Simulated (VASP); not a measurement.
# InSe (R3m) in VASP: notebook

The runs below take InSe through single point, with HSE06, PBE.

All numbers are computed with VASP 6.6.1; they aren't measurements. Logs are shortened: lines on timing, memory, paths and dates and some standing lists are left out, and cuts for length are marked.

**What was measured.**

From “The Interaction of Hydrogen with the van der Waals Crystal γ-InSe”, 2020, pmc:7321205, for a bulk crystal of InSe at 300 K: band gap 1.25 eV.

How close the calculation comes is told below.

### 1 Starting point

The structure is trigonal, space group R3m (No. 160). Conventional cell: a = 4.000 Å, b = 4.000 Å, c = 25.320 Å, α = 90.00°, β = 90.00°, γ = 120.00°. In (site symmetry 3m) has 3 Se at 2.63 Å and 1 In at 2.82 Å as nearest neighbours. In (site symmetry 3m) is surrounded by 3 Se at 2.64 Å and 1 In at 2.82 Å. Se (site symmetry 3m) has 3 In at 2.63 Å as nearest neighbours. Se (site symmetry 3m) has 3 In at 2.64 Å as nearest neighbours.

### 2 Single point, HSE06

File POSCAR:

```
InSe
1.0
    2.0000000000      1.1547005384      8.4400000000
   -2.0000000000      1.1547005384      8.4400000000
    0.0000000000     -2.3094010768      8.4400000000
In Se
2 2
Direct
    0.8886000000      0.8886000000      0.8886000000
    0.0000000000      0.0000000000      0.0000000000
    0.1719000000      0.1719000000      0.1719000000
    0.3835000000      0.3835000000      0.3835000000
```

File INCAR.step1:

```
ALGO = Normal
EDIFF = 1E-5
ENCUT = 460
GGA = PE
ISIF = 2
ISMEAR = 0
LASPH = T
LREAL = F
LWAVE = T
NBANDS = 27
NELM = 100
NKRED = 1
PREC = Accurate
SIGMA = 0.01
```

File INCAR.step2:

```
ALGO = Normal
EDIFF = 1E-6
ENCUT = 460
GGA = PE
HFSCREEN = 0.2
ISIF = 2
ISMEAR = 0
ISTART = 1
LASPH = T
LCHARG = F
LHFCALC = T
LREAL = F
LWAVE = F
NBANDS = 27
NELM = 100
NKRED = 1
PREC = Accurate
PRECFOCK = Fast
SIGMA = 0.01
```

File KPOINTS:

```
k-points
0
Gamma
  2 2 2
```

Potentials or basis: VASP PAW PBE potentials, release 64 (In_d, Se).

Launch:

```
$ cat potpaw_PBE.64/In_d/POTCAR potpaw_PBE.64/Se/POTCAR > POTCAR
$ cp INCAR.step1 INCAR
$ mpirun -np 1 vasp_std > vasp.out
$ cp INCAR.step2 INCAR
$ mpirun -np 1 vasp_std > vasp.out
```

OUTCAR:

```text
EDIFF = 1E-6
   ENCUT = 460
   GGA = PE
   HFSCREEN = 0.2
   ISIF = 2
   ISMEAR = 0
   ISTART = 1
   LASPH = T
   LHFCALC = T
   LREAL = F
   NELM = 100
   NKRED = 1
   PREC = Accurate
   PRECFOCK = Fast

 Found      4 irreducible k-points:

 Following reciprocal coordinates:
            Coordinates               Weight
  0.000000  0.000000  0.000000      1.000000
  0.500000 -0.000000  0.000000      3.000000
  0.500000  0.500000  0.000000      3.000000
  0.500000  0.500000  0.500000      1.000000
   k-points           NKPTS =      4   k-points in BZ     NKDIM =      8   number of bands    NBANDS=     27
   number of dos      NEDOS =    301   number of ions     NIONS =      4
   total plane-waves  NPLWV = 262144
   dimension x,y,z NGX =    64 NGY =   64 NGZ =   64
   dimension x,y,z NGXF=   128 NGYF=  128 NGZF=  128
   ions per type =               2   2
   NGX,Y,Z   is equivalent  to a cutoff of  12.16, 12.16, 12.16 a.u.
   NGXF,Y,Z  is equivalent  to a cutoff of  24.32, 24.32, 24.32 a.u.
 SYSTEM =  unknown system
   PREC   = accura    normal or accurate (medium, high low for compatibility)
   ISTART =      1    job   : 0-new  1-cont  2-samecut
   ICHARG =      0    charge: 1-file 2-atom 10-const
   ISPIN  =      1    spin polarized calculation?
   LNONCOLLINEAR =      F non collinear calculations
   LSORBIT =      F    spin-orbit coupling
   LASPH  =      T    aspherical Exc in radial PAW
   ENCUT  =  460.0 eV  33.81 Ry    5.81 a.u.  15.30 15.30 15.30*2*pi/ulx,y,z
   NELM   =    100;   NELMIN=  2; NELMDL=  0     # of ELM steps
   EDIFF  = 0.1E-05   stopping-criterion for ELM
   LREAL  =      F    real-space projection
   EDIFFG = 0.1E-04   stopping-criterion for IOM
   NSW    =      0    number of steps for IOM
   IBRION =     -1    ionic relax: 0-MD 1-quasi-New 2-CG
   NFREE  =      0    steps in history (QN), initial steepest desc. (CG)
   ISIF   =      2    stress and relaxation
   ISYM   =      3    0-nonsym 1-usesym 2-fastsym
   POTIM  = 0.5000    time-step for ionic-motion
   TEBEG  =    0.0;   TEEND  =   0.0 temperature during run
   PSTRESS=    0.0 pullay stress
   NELECT =      38.0000    total number of electrons
   NUPDOWN=      -1.0000    fix difference up-down
   EMIN   =  10.00;   EMAX   =-10.00  energy-range for DOS
   EFERMI =   0.00;   METHOD = LEGACY
   ISMEAR =     0;   SIGMA  =   0.01  broadening in eV -4-tet -1-fermi 0-gaus
   EFERMI_NEDOS =   21; number of points for ismear=-14 and -15
   IALGO  =     38    algorithm
   IMIX   =      1    mixing-type and parameters
     AMIX     =   0.40;   BMIX     =  1.00
     AMIX_MAG =   1.60;   BMIX_MAG =  1.00
  volume/ion in A,a.u.               =      29.24       197.30
  Fermi-wavevector in a.u.,A,eV,Ry     =   1.125481  2.126852 17.234615  1.266709
  Thomas-Fermi vector in A             =   2.262159
   LORBIT       =      0    0 simple, 1 ext, 2 COOP (PROOUT), +10 PAW based schemes
   GGA     = PE    functional components
   LHFCALC =     T    Hartree Fock is set to
   PRECFOCK=fast      Normal, Fast or Accurate (Low or Medium for compatibility)
   ENCUT4O =  -1.0   cutoff for four orbital integrals eV
   NKREDX  =     1    reduce k-point grid by
   NKREDY  =     1    reduce k-point grid by
   NKREDZ  =     1    reduce k-point grid by
   AEXX    =    0.2500 exact exchange contribution
   HFSCREEN=    0.2000 screening length (either q_TF or 0.3 A-1)
   HFSCREENC=   0.2000 screening length for correlation (either q_TF or 0.3 A-1)
   ENCUTFOCK=  -1.0 apply spherical cutoff to Coloumb kernel
   IVDW    =     0    specifies the selected vdW correction
   LEPSILON=     F    determine dielectric tensor
   LRPA    =     F    only Hartree local field effects (RPA)
 non-spin polarized calculation
 Gauss-broadening in eV      SIGMA  =   0.01
  energy-cutoff  :      460.00
  volume of cell :      116.95
 maximum number of plane-waves:      2618
 NGX is ok and might be reduce to    64
  NGX = 32; NGY = 32; NGZ = 32

 number of electron      38.0000005 magnetization

 Free energy of the ion-electron system (eV)
  ---------------------------------------------------
  ext. energy  EPLUGINS =         0.00000000
  ---------------------------------------------------
  free energy    TOTEN  =       -16.14723395 eV

  energy without entropy =      -16.14723395  energy(sigma->0) =      -16.14723395

 E-fermi :   3.9117     XC(G=0):  -7.3753

 val. band max:        3.7900955028   @ k =   0.5000   0.5000   0.5000
 cond. band min:       5.0066383610   @ k =   0.5000   0.5000   0.5000
 fundamental gap:      1.2165428582
 Fermi energy:         3.9116975529

 k-point     1 :       0.0000    0.0000    0.0000
  band No.  band energies     occupation
      1     -12.9439      2.00000
      2     -12.7712      2.00000
      3     -12.7712      2.00000
      4     -12.6912      2.00000
      5     -12.6912      2.00000
      6     -12.6676      2.00000
[... 19 lines left out ...]
     26      10.1604      0.00000
     27      12.1231      0.00000

 k-point     2 :       0.5000   -0.0000    0.0000
  band No.  band energies     occupation
      1     -13.0584      2.00000
      2     -12.9467      2.00000
      3     -12.8813      2.00000
      4     -12.7653      2.00000
      5     -12.6954      2.00000
      6     -12.6163      2.00000
[... 19 lines left out ...]
     26      11.0944      0.00000
     27      11.6743      0.00000

 k-point     3 :       0.5000    0.5000    0.0000
  band No.  band energies     occupation
      1     -13.0533      2.00000
      2     -12.9523      2.00000
      3     -12.8804      2.00000
      4     -12.7657      2.00000
      5     -12.6954      2.00000
      6     -12.6162      2.00000
[... 19 lines left out ...]
     26      12.0184      0.00000
     27      12.4613      0.00000

 k-point     4 :       0.5000    0.5000    0.5000
  band No.  band energies     occupation
      1     -12.9444      2.00000
      2     -12.7714      2.00000
      3     -12.7714      2.00000
      4     -12.6910      2.00000
      5     -12.6910      2.00000
      6     -12.6677      2.00000
[... 19 lines left out ...]
     26      10.2977      0.00000
     27      12.5843      0.00000

------------------------ aborting loop because EDIFF is reached ----------------------------------------

  FORCE on cell =-STRESS in cart. coord.  units (eV):
  Direction    XX          YY          ZZ          XY          YZ          ZX
  --------------------------------------------------------------------------------------
  -------------------------------------------------------------------------------------
  Total        3.2523236      3.2523236      0.0244786      0.0000000      0.0000000      0.0000000
  in kB       44.5565211     44.5565211      0.3353540      0.0000000      0.0000000      0.0000000
  external PRESSURE =      29.8161321 kB  Pullay stress =       0.0000000 kB

 VOLUME and BASIS-vectors are now :
 -----------------------------------------------------------------------------
  energy-cutoff  :      460.00
  volume of cell :      116.95
      direct lattice vectors                 reciprocal lattice vectors
     2.000000000  1.154700538  8.440000000     0.250000000  0.144337567  0.039494471
    -2.000000000  1.154700538  8.440000000    -0.250000000  0.144337567  0.039494471
     0.000000000 -2.309401077  8.440000000     0.000000000 -0.288675135  0.039494471

 POSITION                                       TOTAL-FORCE (eV/Angst)
 -----------------------------------------------------------------------------------
      0.00000      0.00000     22.49935         0.000000     -0.000000      0.380279
      0.00000      0.00000      0.00000         0.000000      0.000000     -0.348835
      0.00000      0.00000      4.35251         0.000000     -0.000000     -0.140918
      0.00000      0.00000      9.71022         0.000000      0.000000      0.109474
 -----------------------------------------------------------------------------------
    total drift:                                0.000004      0.000002     -0.000552

  FREE ENERGIE OF THE ION-ELECTRON SYSTEM (eV)
  ---------------------------------------------------
  free  energy   TOTEN  =       -16.1472339506 eV

  energy  without entropy=      -16.1472339506  energy(sigma->0) =      -16.14723395
```

Run time: 6.9 min. Hardware: 1 thread of AMD EPYC 7R13 (Zen 3), shared host; peak memory 0.62 GiB.

The run converged, but some of its settings lie outside the range that counts as converged, so its numbers aren't taken as properties of the crystal.

What came out:

```yaml
Free_energy: -16.1472 eV
Pressure: 3.0 GPa
Largest_force: 0.380 eV/Å
Band_gap_on_the_k_mesh: 1.22 eV, direct
```

Caveat: the k mesh is coarse (spacing up to 0.92 Å⁻¹), so the values aren't converged, least of all with exact exchange; the PAW data sets were made with another functional, which shifts forces and pressure a little; spin-orbit coupling is left out, which moves the levels of the heavy elements.

(Continued in part 2 of 2.)
